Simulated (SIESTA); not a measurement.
A run of SIESTA 5.4.2 is set up as follows.

Li.fdf

```
SystemName                      Li
SystemLabel                     Li
NumberOfSpecies                 1
NumberOfAtoms                   5
%block ChemicalSpeciesLabel
  1   3 Li
%endblock ChemicalSpeciesLabel
%include structure.fdf

%block kgrid.MonkhorstPack
   10   0   0  0.0
    0  10   0  0.0
    0   0   1  0.0
%endblock kgrid.MonkhorstPack
XC.Functional                   GGA
XC.Authors                      PBE
PAO.BasisSize                   TZP
PAO.EnergyShift                 0.003 Ry
Mesh.Cutoff                     800 Ry
OccupationFunction              FD
ElectronicTemperature           0.05 eV
Slab.DipoleCorrection           vacuum
MaxSCFIterations                120
SCF.MustConverge                false
SCF.Mixer.Method                Pulay
SCF.Mixer.Weight                0.25
SCF.Mixer.History               8
SCF.DM.Tolerance                5.0e-05
SCF.H.Tolerance                 1.0e-03 eV
WriteForces                     true
Charge.Mulliken                 end
Charge.Hirshfeld                end
Charge.Voronoi                  end
SaveRho                         true
SaveElectrostaticPotential      true
%block PAO.PolarizationScheme
  Li non-perturbative
%endblock PAO.PolarizationScheme
%block PAO.Basis
  Li 3
  n=1 0 2
    2.782 0.000
  n=2 0 3
    9.500 0.000 0.000
  n=2 1 1
    9.500
%endblock PAO.Basis
```

File structure.fdf:

```
LatticeConstant                 1.0 Ang
%block LatticeVectors
     3.1009979314     0.0000000000     0.0000000000
    -1.5504989657     2.6855429857     0.0000000000
     0.0000000000     0.0000000000    25.1076156000
%endblock LatticeVectors
AtomicCoordinatesFormat         Fractional
%block AtomicCoordinatesAndAtomicSpecies
     0.6666666667     0.3333333333     0.2987141479  1  Li
     0.0000000000     0.0000000000     0.3990548429  1  Li
     0.6666666667     0.3333333333     0.5000000000  1  Li
     0.3333333333     0.6666666667     0.6009451571  1  Li
     0.6666666667     0.3333333333     0.7012858521  1  Li
%endblock AtomicCoordinatesAndAtomicSpecies
```

Potentials or basis: PseudoDojo 0.4 standard (PBE files), TZP (energy shift 0.003 Ry; two zetas on semicore shells).

Run with:

```sh
$ siesta Li.fdf > Li.out 2>&1
```

**Question.** What does it give for the work function?

**Answer.** 3.25 eV.

**Question.** Predict the band gap on the k mesh.

**Answer.** None (metal or under the smearing width).

**Question.** Estimate the largest force.

**Answer.** 0.077 eV/Å.

Stress tensor (GPa, compression positive):
```
-0.06  0.00  0.00
 0.00 -0.06  0.00
 0.00  0.00 -0.49
```

Caveat: the basis of atomic orbitals isn't converged, which shifts pressures, moduli and gaps.
